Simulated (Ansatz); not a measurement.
**Fe in Ansatz: the effect of strain**

Fe:

```
Fe
1.0
    -1.44300    1.44300    1.41414
     1.44300   -1.44300    1.41414
     1.44300    1.44300   -1.41414
Fe
1
Direct
  0.00000 0.00000 0.00000
```

The cell isn't the ideal one: strained by -2 %.

Alike in all runs:

* Program: Ansatz 0.2.0
* Task: single point
* Functional: PBE
* Potentials or basis: Ansatz PAW
* Cutoff: 420 eV (not typed: the program's choice for these potentials)
* k mesh: 10 × 10 × 10
* Occupations: fermi-dirac, width 0.05 eV
* Spin: collinear spin, ferromagnetic start
* Starting moments: [3.0] μB

| strain | pressure (GPa) | moment (μB) |
| --- | --- | --- |
| -0.02 | -7.9 | 2.15 |
| -0.01 | ? | ? |
| 0 | -11.2 | 2.16 |

Q: What does the run with strain -0.01 give?

A: Pressure -9.6 GPa; moment 2.15 μB.
